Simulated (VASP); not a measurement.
Input of a VASP 6.6.1 run:

The input INCAR:

```
SYSTEM = Ti
ALGO = Normal
EDIFF = 1E-7
EDIFFG = -0.002
ENCUT = 520
GGA = PE
IBRION = 2
ISIF = 3
ISMEAR = 0
LASPH = .TRUE.
LCHARG = .FALSE.
LREAL = .FALSE.
LWAVE = .FALSE.
NELM = 80
NSW = 80
PREC = Accurate
SIGMA = 0.1
```

The input KPOINTS:

```
k-points
0
G
  3 3 2
  0 0 0
```

The input POSCAR:

```
Ti
1.0
    2.9500000000      0.0000000000      0.0000000000
   -1.4750000000      2.5547749400      0.0000000000
    0.0000000000      0.0000000000      4.6800000000
Ti
2
Direct
    0.3333333300      0.6666666700      0.2500000000
    0.6666666700      0.3333333300      0.7500000000
```

Potentials or basis: VASP PAW PBE potentials, release 64 (Ti_sv).

Launch:

```sh
$ cat potpaw_PBE.64/Ti_sv/POTCAR > POTCAR
$ mpirun -np 1 vasp_std > vasp.out
```

(1) What does it give for the relaxed volume?

(2) Estimate the relaxed cell.

Answers

(1) 17.22 Å³/atom.

(2) a = 2.943 Å, b = 2.943 Å, c = 4.593 Å, α = 90.00°, β = 90.00°, γ = 120.00°.

Caveat: the k mesh is coarse (spacing up to 0.82 Å⁻¹), so the values aren't converged.
